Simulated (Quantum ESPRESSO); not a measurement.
In3Sb under changes of volume

One of the cells (28.292 Å³/atom); the others are scaled copies at fixed shape and fractional positions:

```
Sb In
1.0
     4.83696    0.00000    0.00000
     0.00000    4.83696    0.00000
     0.00000    0.00000    4.83696
Sb In
1 3
Cartesian
  0.0000 0.0000 0.0000
  0.0000 2.4185 2.4185
  2.4185 0.0000 2.4185
  2.4185 2.4185 0.0000
```

The cell comes from a database or a generator and needn't be the stable form of this composition.

* Program: Quantum ESPRESSO 7.5
* Functional: PBEsol
* Potentials or basis: GBRV 1.5 PBEsol
* Cutoff: 762 eV
* Density cutoff: 6095 eV
* k mesh: 6 × 6 × 6
* Occupations: fermi-dirac, width 0.05 eV
* Spin: no spin polarisation

```csv
volume (Å³/atom),energy over the lowest point (meV/atom),pressure (GPa)
26.594,0.00,-0.4
27.160,2.28,-1.2
27.726,?,?
28.292,15.18,-2.7
28.857,25.33,-3.3
29.423,37.51,-3.9
29.989,51.53,-4.4
```

Task: What does the run at 27.726 Å³/atom give?

Result: Energy over the lowest point 7.43 meV/atom; pressure -2.0 GPa.

Worked out: A Birch-Murnaghan fit of order 3 (a polynomial in V^(-2/3)) to the other rows has its minimum at 26.48 Å³/atom, just outside them, with B0 = V·E''(V) = 44 GPa and B' = 4.4. It gives 7.43 meV/atom at 27.726 Å³/atom, against the run's 7.43, and -dE/dV = -1.8 GPa, against -2.0.

Energies are extrapolated to zero smearing.
